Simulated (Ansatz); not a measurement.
## Calculated with Ansatz: GaSe, relaxation

Run with:

```bash
ansatz run input.yaml --threads 2 --pin off --max-ram 2560MiB --backend cpu --events-out ev --progress --plain --runs-dir out
```

Input:

```yaml
crystal:
  lattice:
    - [1.892762, 3.278358, 0.0]
    - [-1.892762, 3.278358, 0.0]
    - [0.0, 0.0, 16.366978]
  atoms:
    - { symbol: Ga, position: [0.33333, 0.33334, 0.17] }
    - { symbol: Ga, position: [0.66666, 0.66667, 0.67] }
    - { symbol: Ga, position: [0.33333, 0.33334, 0.33] }
    - { symbol: Ga, position: [0.66667, 0.66667, 0.83] }
    - { symbol: Se, position: [0.33333, 0.33334, 0.6] }
    - { symbol: Se, position: [0.66666, 0.66667, 0.1] }
    - { symbol: Se, position: [0.33333, 0.33334, 0.9] }
    - { symbol: Se, position: [0.66667, 0.66667, 0.4] }
  symmetry: { tolerance: 0.0003 }
kpoints:
  mp_grid: { grid: [12, 12, 2], shift: [0, 0, 0] }
magnetization:
  spin_polarized: false
scf:
  occupations: { method: fermi_dirac }
  lower_state_search: "off"
hamiltonian:
  pseudopotentials: { kind: paw }
  xc: r2scan
basis:
  ecutwfc: 500
  fft_grid_basis: typed
relax:
  max_steps: 40
  cell: { p_target: 20.0 }
output:
  forces: true
  stress: true
  eigenvalues: true
  bader: true
  populations: true
  elf: true
  write_potential: true
  volumetric_format: npy
  dos:
    e_range: [-12, 8]
    de: 0.05
    projected: { site_lists: { Ga: [Ga], Se: [Se] } }
checkpoint:
  read: saved_state
```

Origin of the cell: a known structure type with other elements, at an estimated volume, so it need not be a known compound.

The smearing width isn't typed, so it takes its default of 0.1 eV.

The saved state is a converged single point of the same cell.

Steps («new basis» is an SCF on plane waves selected anew at the same cell):

| step | ΔH (meV/atom) | max force component (eV/Å) | P (GPa) | volume (Å³) | SCF iterations | step was |
| --- | --- | --- | --- | --- | --- | --- |
| 1 | 0.0 | 0.899 | -1.26 | 203.12 | 6 | accepted |
| 2 | -374.8 | 0.277 | 6.91 | 177.35 | 8 | accepted |
| 3 | -522.9 | 0.444 | 16.87 | 158.06 | 8 | accepted |
| 4 | -515.2 | 0.821 | 21.30 | 149.04 | 9 | rejected |
| 5 | -542.9 | 0.147 | 19.79 | 152.59 | 11 | accepted |
| 6 | -543.6 | 0.036 | 20.10 | 151.73 | 6 | accepted |
| 7 | -543.6 | 0.023 | 20.06 | 151.69 | 5 | rejected |
| 8 | -543.7 | 0.006 | 20.02 | 151.83 | 8 | accepted |
| 9 | -543.0 | 0.007 | 19.99 | 151.83 | 7 | new basis |

Step 1, with forces in eV/Å:

```xyz
8
Lattice="1.893 3.278 0.000 -1.893 3.278 0.000 0.000 0.000 16.367" Properties=species:S:1:pos:R:3:forces:R:3 pbc="T T T" step=1
Ga    0.000    2.186    2.782    0.000    0.000    0.899
Ga    0.000    4.371   10.966    0.000    0.000    0.899
Ga    0.000    2.186    5.401    0.000    0.000   -0.899
Ga    0.000    4.371   13.585    0.000    0.000   -0.899
Se    0.000    2.186    9.820    0.000    0.000    0.090
Se    0.000    4.371    1.637    0.000    0.000    0.090
Se    0.000    2.186   14.730    0.000    0.000   -0.090
Se    0.000    4.371    6.547    0.000    0.000   -0.090
```

Step 2, with forces in eV/Å:

```xyz
8
Lattice="1.813 3.141 0.000 -1.813 3.141 0.000 0.000 0.000 15.570" Properties=species:S:1:pos:R:3:forces:R:3 pbc="T T T" step=2
Ga    0.000    2.094    2.696    0.000    0.000    0.192
Ga    0.000    4.188   10.480    0.000    0.000    0.192
Ga    0.000    2.094    5.089    0.000    0.000   -0.192
Ga    0.000    4.188   12.874    0.000    0.000   -0.192
Se    0.000    2.094    9.310    0.000    0.000   -0.277
Se    0.000    4.188    1.525    0.000    0.000   -0.277
Se    0.000    2.094   14.045    0.000    0.000    0.277
Se    0.000    4.188    6.260    0.000    0.000    0.277
```

Step 3, with forces in eV/Å:

```xyz
8
Lattice="1.757 3.044 0.000 -1.757 3.044 0.000 0.000 0.000 14.774" Properties=species:S:1:pos:R:3:forces:R:3 pbc="T T T" step=3
Ga    0.000    2.029    2.551    0.000    0.000   -0.281
Ga    0.000    4.059    9.938    0.000    0.000   -0.281
Ga    0.000    2.029    4.835    0.000    0.000    0.281
Ga    0.000    4.059   12.222    0.000    0.000    0.281
Se    0.000    2.029    8.754    0.000    0.000   -0.444
Se    0.000    4.059    1.367    0.000    0.000   -0.444
Se    0.000    2.029   13.406    0.000    0.000    0.444
Se    0.000    4.059    6.019    0.000    0.000    0.444
```

Step 5, with forces in eV/Å:

```xyz
8
Lattice="1.746 3.025 0.000 -1.746 3.025 0.000 0.000 0.000 14.441" Properties=species:S:1:pos:R:3:forces:R:3 pbc="T T T" step=5
Ga    0.000    2.017    2.465    0.000    0.000   -0.036
Ga    0.000    4.033    9.685    0.000    0.000   -0.036
Ga    0.000    2.017    4.756    0.000    0.000    0.036
Ga    0.000    4.033   11.976    0.000    0.000    0.036
Se    0.000    2.017    8.495    0.000    0.000   -0.147
Se    0.000    4.033    1.275    0.000    0.000   -0.147
Se    0.000    2.017   13.166    0.000    0.000    0.147
Se    0.000    4.033    5.946    0.000    0.000    0.147
```

Step 6, with forces in eV/Å:

```xyz
8
Lattice="1.745 3.023 0.000 -1.745 3.023 0.000 0.000 0.000 14.379" Properties=species:S:1:pos:R:3:forces:R:3 pbc="T T T" step=6
Ga    0.000    2.015    2.446    0.000    0.000    0.036
Ga    0.000    4.031    9.635    0.000    0.000    0.036
Ga    0.000    2.015    4.743    0.000    0.000   -0.036
Ga    0.000    4.031   11.933    0.000    0.000   -0.036
Se    0.000    2.015    8.441    0.000    0.000    0.002
Se    0.000    4.031    1.251    0.000    0.000    0.002
Se    0.000    2.015   13.128    0.000    0.000   -0.002
Se    0.000    4.031    5.938    0.000    0.000   -0.002
```

Step 9, with forces in eV/Å:

```xyz
8
Lattice="1.745 3.022 0.000 -1.745 3.022 0.000 0.000 0.000 14.394" Properties=species:S:1:pos:R:3:forces:R:3 pbc="T T T" step=9
Ga    0.000    2.015    2.450    0.000    0.000    0.007
Ga    0.000    4.030    9.647    0.000    0.000    0.007
Ga    0.000    2.015    4.747    0.000    0.000   -0.007
Ga    0.000    4.030   11.943    0.000    0.000   -0.007
Se    0.000    2.015    8.451    0.000    0.000    0.000
Se    0.000    4.030    1.254    0.000    0.000    0.000
Se    0.000    2.015   13.140    0.000    0.000    0.000
Se    0.000    4.030    5.943    0.000    0.000    0.000
```

- Enthalpy lowered by: 543.0 meV/atom
- Volume change: -25.25 %
- Final pressure: 19.99 GPa
- Relaxation steps listed: 9
- Gap on the mesh: 0.27 eV

Caveats: the relaxation held the start's symmetry, so the end may be a saddle point.

It ran for 11 min on 2 threads of Arm Neoverse N1, with other jobs on the host, peak memory 1.2 GiB, from a saved density.
